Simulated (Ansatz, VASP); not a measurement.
# CuO in VASP and in Ansatz

The input INCAR:

```
ALGO = Normal
EDIFF = 1E-7
ENCUT = 520
ISIF = 2
ISMEAR = 0
ISPIN = 2
LASPH = T
LCHARG = F
LDAU = T
LDAUJ = 0 0
LDAUL = 2 -1
LDAUPRINT = 1
LDAUTYPE = 2
LDAUU = 8 0
LMAXMIX = 4
LORBIT = 11
LREAL = F
LWAVE = F
MAGMOM = 0.6 -0.6 0 0
NBANDS = 29
NELM = 150
PREC = Accurate
SIGMA = 0.05
```

KPOINTS

```
k-points
0
Gamma
  7 7 4
```

File POSCAR:

```
CuO
1.0
    2.3446497600     -1.7133998200      0.0000000000
    2.3446497600      1.7133998200      0.0000000000
   -0.8605499100      0.0000000000      5.0594394800
Cu O
2 2
Direct
    0.0032000000      0.4968000000      0.0000000000
    0.4968000000      0.0032000000      0.5000000000
    0.5714000000      0.4056000000      0.2537000000
    0.4056000000      0.5714000000      0.7537000000
```

Input for Ansatz:

```yaml
crystal:
  lattice:
    - [2.34464976, -1.71339982, 0.0]
    - [2.34464976, 1.71339982, 0.0]
    - [-0.86054991, 0.0, 5.05943948]
  atoms:
    - { symbol: Cu, position: [0.0032, 0.4968, 0.0], spin: 1.0 }
    - { symbol: Cu, position: [0.4968, 0.0032, 0.5], spin: -1.0 }
    - { symbol: O, position: [0.5714, 0.4056, 0.2537] }
    - { symbol: O, position: [0.4056, 0.5714, 0.7537] }
basis:
  ecutwfc: 420
  ecutrho_ratio: 4
kpoints:
  mp_grid: { grid: [7, 7, 4] }
hamiltonian:
  xc: lda
  hubbard:
    sites:
      - { site: 0, l: d, u_eff: 8.0, starting_ns: [{ spin: up, occupation_matrix: s0up }, { spin: down, occupation_matrix: s0down }] }
      - { site: 1, l: d, u_eff: 8.0, starting_ns: [{ spin: up, occupation_matrix: s1up }, { spin: down, occupation_matrix: s1down }] }
    occupation_matrices:
      s0up:
        matrix:
          - [0.97, 0.0, 0.0, 0.0, 0.0]
          - [0.0, 0.97, 0.0, 0.0, 0.0]
          - [0.0, 0.0, 0.97, 0.0, 0.0]
          - [0.0, 0.0, 0.0, 0.97, 0.0]
          - [0.0, 0.0, 0.0, 0.0, 0.97]
      s0down:
        matrix:
          - [0.96992, 0.00667, -0.00476, 0.00225, 0.00095]
          - [0.00667, 0.39215, 0.41265, -0.19484, -0.08223]
          - [-0.00476, 0.41265, 0.67533, 0.13914, 0.05872]
          - [0.00225, -0.19484, 0.13914, 0.9043, -0.02773]
          - [0.00095, -0.08223, 0.05872, -0.02773, 0.9583]
      s1up:
        matrix:
          - [0.96992, 0.00667, 0.00476, 0.00225, -0.00095]
          - [0.00667, 0.39215, -0.41265, -0.19484, 0.08223]
          - [0.00476, -0.41265, 0.67533, -0.13914, 0.05872]
          - [0.00225, -0.19484, -0.13914, 0.9043, 0.02773]
          - [-0.00095, 0.08223, 0.05872, 0.02773, 0.9583]
      s1down:
        matrix:
          - [0.97, 0.0, 0.0, 0.0, 0.0]
          - [0.0, 0.97, 0.0, 0.0, 0.0]
          - [0.0, 0.0, 0.97, 0.0, 0.0]
          - [0.0, 0.0, 0.0, 0.97, 0.0]
          - [0.0, 0.0, 0.0, 0.0, 0.97]
    ns_hold: { iters: 8 }
scf:
  occupations: { method: gaussian, width: 0.05 }
  lower_state_search: "off"
  max_iter: 150
output:
  forces: true
  stress: true
  eigenvalues: true
  populations: true
  hubbard: { sites: [{ site: 0, l: d }, { site: 1, l: d }] }
  write_density: true
  write_potential: true
  elf: true
  volumetric_format: npy
magnetization:
  spin_polarized: true
```

Alike in both runs: task single point; functional LDA; k mesh 7 × 7 × 4; occupations gaussian, width 0.05 eV; collinear spin; Hubbard terms Cu d U = 8.0 eV.

```csv
,VASP,Ansatz
version,VASP 6.6.1,Ansatz 0.2.0
potentials or method,"VASP PAW LDA potentials, release 64 (Cu, O)","scalar-relativistic, plane waves, PAW"
plane-wave cutoff (eV),520,420
valence electrons in the cell,34,50
```

```csv
,VASP,Ansatz,Ansatz less VASP
gap on the k mesh at the Fermi level (eV),1.26,0.53,-0.729
least direct gap on the mesh (eV),1.49,0.86,-0.627
pressure (GPa),-14.4,-6.3,+8.12
largest component of the traceless stress (GPa),2.65,1.47,-1.180
rms of the force components (eV/Å),0.367,0.436,+0.0689
net moment per atom (μB),0.00,0.00,0.000
size of the moment on the site where the two differ most (μB),0.65,0.55,-0.102
```

Site moments also hang on the region over which each program counts them. The programs project onto different local orbitals, so the same U acts differently. Atom by atom the forces differ by 0.077 eV/Å (rms over components). The two sets of potentials don't hold the same shells in valence.

Caveats: an odd mesh through Γ misses points on the zone boundary, where band edges often lie. The state reached can hang on the start; a lower one may exist.
